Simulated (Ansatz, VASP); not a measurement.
**One calculation of Hf, two programs**

```
Hf
1.0
     0.00000    2.22000    2.22000
     2.22000    0.00000    2.22000
     2.22000    2.22000    0.00000
Hf
1
Direct
  0.00000 0.00000 0.00000
```

This isn't the form of Hf at room conditions, which is hcp.

Alike in both runs: task single point; functional PBEsol; k mesh 10 × 10 × 10; occupations fermi-dirac, width 0.05 eV; no spin polarisation.

|  | VASP | Ansatz |
| --- | --- | --- |
| version | VASP 6.6.1 | Ansatz 0.2.0 |
| potentials or method | VASP PAW PBE potentials, release 64 (Hf_pv) | Ansatz PAW |
| plane-wave cutoff (eV) | 520 | 420 |
| valence electrons in the cell | 10 | 26 |

|  | VASP | Ansatz | Ansatz less VASP |
| --- | --- | --- | --- |
| gap on the k mesh at the Fermi level (eV) | none | none | - |
| pressure (GPa) | -2.1 | -1.7 | +0.39 |

A gap of «none» marks a metal or a gap that the smearing closes. The two sets of potentials don't hold the same shells in valence.

Caveats: the PAW data sets were made with another functional, which shifts forces and pressure a little (VASP); the PAW data sets come from PBE, with cores solved anew for the run's functional, which leaves a small shift of forces and pressure (Ansatz). The runs have no spin-orbit coupling, so splittings on Hf are missing.
